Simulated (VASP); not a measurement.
## Al: single point with PBE

The system is Al.

```
Al
1.0
    -1.59122    1.59122    1.59122
     1.59122   -1.59122    1.59122
     1.59122    1.59122   -1.59122
Al
1
Direct
  0.00000 0.00000 0.00000
```

This isn't the form of Al at room conditions, which is fcc.

```yaml
Program: VASP 6.6.1
Task: single point
Functional: PBE
Potentials_or_basis: VASP PAW PBE potentials, release 64 (Al)
Cutoff: 520 eV
k_mesh: 20 × 20 × 20
Occupations: gaussian, width 0.15 eV
Spin: no spin polarisation
Dipole_correction: no
Further_INCAR_settings: ALGO = Fast; EDIFF = 1e-07; NBANDS = 8
```

| Quantity | Value |
| --- | --- |
| Pressure | 3.8 GPa |
| Band gap on the k mesh | none (metal or under the smearing width) |

Levels at points of the mesh, in eV from the Fermi level:
```
           k point  band 1  band 2  band 3  band 4
(0.00, 0.00, 0.00)  -11.31   13.40   13.40   13.40
(0.50, 0.00, 0.00)   -4.42   -3.90    8.32    8.34
(0.50, 0.50, 0.50)    1.90    1.90    1.90    2.94
```

Wall time 31 s on 1 thread of AMD EPYC 7R13 Processor (Zen 3), with other jobs on the host, peak memory 0.11 GiB.
